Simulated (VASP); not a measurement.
A run of VASP 6.6.1 is set up as follows.

File INCAR:

```
SYSTEM = NaI
ALGO = Normal
EDIFF = 1E-7
ENCUT = 520
GGA = PE
ISIF = 2
ISMEAR = 0
LASPH = .TRUE.
LCHARG = .TRUE.
LELF = .TRUE.
LREAL = .FALSE.
LVHAR = .TRUE.
LWAVE = .FALSE.
NELM = 60
PREC = Accurate
SIGMA = 0.012
```

KPOINTS

```
k-points
0
G
  7 7 7
  0 0 0
```

The input POSCAR:

```
NaI
1.0
    0.0000000000      3.2364000000      3.2364000000
    3.2364000000      0.0000000000      3.2364000000
    3.2364000000      3.2364000000      0.0000000000
I Na
1 1
Direct
    0.5000000000      0.5000000000      0.5000000000
    0.0000000000      0.0000000000      0.0000000000
```

Potentials or basis: VASP PAW PBE potentials, release 64 (I, Na_pv).

Launch:

```sh
$ cat potpaw_PBE.64/I/POTCAR potpaw_PBE.64/Na_pv/POTCAR > POTCAR
$ mpirun -np 1 vasp_std > vasp.out
```

(1) Estimate the pressure.

(2) Estimate the band gap on the k mesh.

Answers

(1) 0.4 GPa.

(2) 3.64 eV, direct.

Caveat: spin-orbit coupling is left out, which moves the levels of the heavy elements.
